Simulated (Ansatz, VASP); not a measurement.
Two plane-wave programs on BN

```xyz
8
Lattice="4.1660 0.0000 0.0000 0.0000 4.1660 0.0000 0.0000 0.0000 4.1660" Properties=species:S:1:pos:R:3 pbc="T T T"
B     3.6452    3.6452    3.6452
B     2.6037    0.5207    1.5622
B     0.5207    1.5622    2.6037
B     1.5622    2.6037    0.5207
N     1.5622    1.5622    1.5622
N     0.5207    2.6037    3.6452
N     2.6037    3.6452    0.5207
N     3.6452    0.5207    2.6037
```

Alike in both runs: functional PBE; k mesh 4 × 4 × 4; occupations gaussian, width 0.1 eV; no spin polarisation.

Ansatz relaxed the structure, and its values are those at the end. VASP's run is a single point on that final structure, the one shown.

|  | VASP | Ansatz |
| --- | --- | --- |
| version | VASP 6.6.1 | Ansatz 0.2.0 |
| potentials or method | VASP PAW PBE potentials, release 64 (B, N) | scalar-relativistic, plane waves, PAW |
| plane-wave cutoff (eV) | 520 | 420 |
| valence electrons in the cell | 32 | 32 |

```csv
,VASP,Ansatz,Ansatz less VASP
gap on the k mesh at the Fermi level (eV),1.31,1.33,+0.013
least direct gap on the mesh (eV),1.95,1.96,+0.011
pressure (GPa),0.1,0.1,-0.07
```

The functional is the same, so the differences come from potentials, cutoffs and numerics.

A k mesh can miss the band edges. PBE gaps usually lie below the measured ones, often by a third to a half.
